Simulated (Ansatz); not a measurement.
# Abstraction of F: C4H9F + CHBrCl → C4H9 + CHBrClF

Species: C4H9F (1-fluorobutane) `CCCCF`, singlet; CHBrCl `Cl[CH]Br`, doublet; C4H9 (1-butyl radical) `[CH2]CCC`, doublet; CHBrClF `FC(Cl)Br`, singlet. A radical takes F: the energy is the difference in strength between two C–F bonds in different surroundings.

Shapes, held fixed at every level: PBE0-D4/def2-TZVP. Flexible molecules stand in one conformer, not always the lowest. Programs: Ansatz 0.2.0. Electronic energies: no zero-point or thermal term.

Problem. Estimate ΔE of this reaction.

Solution. MP2/def2-TZVPP gives ΔE = +19.7 kJ/mol; the levels span +19.7 to +27.2. The median of the levels is +23.4. No measured value is set beside it here. Open shells run unrestricted unless RO is named. Relativity is left out for Br unless named. Correlated rows may include outer-core shells of Br, which these sets cover unevenly.

```
              level                    kind  ΔE (kJ/mol)
      HF/def2-TZVPP            Hartree–Fock        +22.0
  PBE-D4/def2-TZVPP                     GGA        +23.4
B3LYP-D4/def2-TZVPP           global hybrid        +25.1
 wB97M-V/def2-TZVPP  range-separated hybrid        +22.2
 wB97X-V/def2-TZVPP  range-separated hybrid        +27.2
  B2PLYP/def2-TZVPP           double hybrid        +25.0
     MP2/def2-TZVPP     perturbation theory        +19.7
```
